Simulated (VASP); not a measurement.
Set up this calculation in VASP 6.6.1, as the native input.

- Task: single point
- Functional: PBE
- Potentials or basis: VASP PAW PBE potentials, release 64 (Si)
- Cutoff: 520 eV
- k mesh: 7 × 7 × 1
- Occupations: gaussian, width 0.05 eV
- Spin: no spin polarisation
- Dipole correction: yes
- Further INCAR settings: ALGO = Fast; EDIFF = 1e-06; NBANDS = 16

The structure of Si lies in POSCAR:

```
Si
1.0
    3.8677060796      0.0000000000      0.0000000000
    0.0000000000      3.8677060796      0.0000000000
    0.0000000000      0.0000000000     18.1023217947
Si
4
Direct
    0.0000000000      0.5000000000      0.3866907284
    0.0000000000      0.0000000000      0.4622302428
    0.5000000000      0.0000000000      0.5397483173
    0.5000000000      0.5000000000      0.6138396092
```

The cell isn't the ideal one: clean slab, lower half held.

The input as run:

INCAR

```
SYSTEM = Si
  ALGO = Fast
  DIPOL = 0.5 0.5 0.501
  EDIFF = 1E-6
  ENCUT = 520
  GGA = PE
  IDIPOL = 3
  ISIF = 2
  ISMEAR = 0
  LASPH = .TRUE.
  LCHARG = .FALSE.
  LDIPOL = .TRUE.
  LREAL = .FALSE.
  LWAVE = .FALSE.
  NBANDS = 16
  NELM = 100
  PREC = Accurate
  SIGMA = 0.05
```

KPOINTS

```
k-points
0
G
  7 7 1
  0 0 0
```

Potentials or basis: VASP PAW PBE potentials, release 64 (Si).

The run is started by

```console
$ cat potpaw_PBE.64/Si/POTCAR > POTCAR
$ mpirun -np 1 vasp_std > vasp.out
```

Results of the run:

* Largest force: 0.160 eV/Å
* Band gap on the k mesh: none (metal or under the smearing width)

It took 99 s on 1 thread of Intel(R) Xeon(R) Platinum 8488C (Sapphire Rapids), on a shared host, peak memory 0.35 GiB.
